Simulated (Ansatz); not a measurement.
**AgCl: squeezing one contact**

The task here is to estimate one member of a computed series from the others.

The COD entry's cell or inner coordinates are ideal or old and differ from later refinements, so a difference from it is no clean test against experiment.

Method: DFT LDA, with the methods named in each step, in Ansatz 0.2.0.

1 further run of the same task is left out (it didn't finish).

## The structure to begin with

The structure is cubic, space group Fm-3m (No. 225). The conventional cell has a = 5.470 Å, b = 5.470 Å, c = 5.470 Å, α = 90.00°, β = 90.00°, γ = 90.00°. Around Ag (site symmetry m-3m) lie 6 Cl at 2.73 Å. Cl (site symmetry m-3m) is surrounded by 6 Ag at 2.73 Å.

As a file:

```cif
data_structure
_symmetry_space_group_name_H-M 'P 1'
_symmetry_Int_Tables_number 1
_cell_length_a 3.8679
_cell_length_b 3.8679
_cell_length_c 3.8679
_cell_angle_alpha 60.000
_cell_angle_beta 60.000
_cell_angle_gamma 60.000
_cell_volume 40.92
loop_
_atom_site_label
_atom_site_type_symbol
_atom_site_fract_x
_atom_site_fract_y
_atom_site_fract_z
_atom_site_occupancy
Ag1 Ag 0.00000 0.00000 0.00000 1
Cl1 Cl 0.50000 0.50000 0.50000 1
```

Atoms are numbered in the order of the input: Ag1, Cl2.

Set-up of the first run:

input.yaml

```yaml
crystal:
  lattice:
    - [0.0, 2.735, 2.735]
    - [2.735, 0.0, 2.735]
    - [2.735, 2.735, 0.0]
  atoms:
    - { symbol: Ag, position: [0.0, 0.0, 0.0] }
    - { symbol: Cl, position: [0.5, 0.5, 0.5] }
kpoints:
  mp_grid: { grid: [7, 7, 7] }
scf:
  occupations: { method: fermi_dirac, width: 0.03 }
hamiltonian:
  xc: lda
  pseudopotentials: { kind: all_electron, lapw: { basis_error: 0.001 } }
output:
  forces: true
  stress: true
  eigenvalues: true
  populations: true
```

Run with:

```console
ansatz run input.yaml --threads 1 --pin off --max-ram 2048MiB --backend cpu --events-out ev --progress --plain --runs-dir out
```

Among the steps run: The bond as given, LAPW; Shortest bond scaled by 1.1, LAPW; Shortest bond scaled by 0.82, LAPW; Shortest bond scaled by 0.64, LAPW; Shortest bond scaled by 0.58, LAPW; Shortest bond scaled by 0.58, crystal datasets.

One table of the session follows, with a row left open; its other results are not shown here.

```
              method  length (Å)  F from the given length (eV/cell)  force along the bond (eV/Å)  pressure (GPa)  gap on the k mesh (eV)  largest force (eV/Å)
                LAPW       1.586                              9.153                       40.934           84.40                    1.82                40.934
                LAPW       1.750                              4.287                       20.515           45.89                    1.48                20.515
                LAPW       2.243                              0.277                        1.864            2.38                    0.96                 1.864
                LAPW       2.735                              0.000                        0.000           -3.76                    0.70                 0.000
                LAPW       3.009                                  ?                            ?               ?                       ?                     ?
                 PAW       1.586                              9.167                       41.260           85.02                    1.80                41.260
                 PAW       1.750                              4.283                       20.527           45.87                    1.47                20.527
                 PAW       2.243                              0.276                        1.863            2.35                    0.95                 1.863
                 PAW       2.735                              0.000                        0.000           -3.77                    0.70                 0.000
                 PAW       3.009                              0.050                       -0.470           -2.24                    0.78                 0.470
PAW (level accurate)       1.586                                  –                       41.392           85.30                    1.81                41.392
    crystal datasets       1.586                                  –                       40.935           84.40                    1.82                40.935
```

**Question.** Estimate the row for LAPW, 3.009.

As computed: F from the given length (eV/cell): 0.050; force along the bond (eV/Å): -0.470; pressure (GPa): -2.23; gap on the k mesh (eV): 0.78; largest force (eV/Å): 0.470.

Caveats from the session: Warnings in the runs' records: gradients without spin orbit, crystal datasets made.
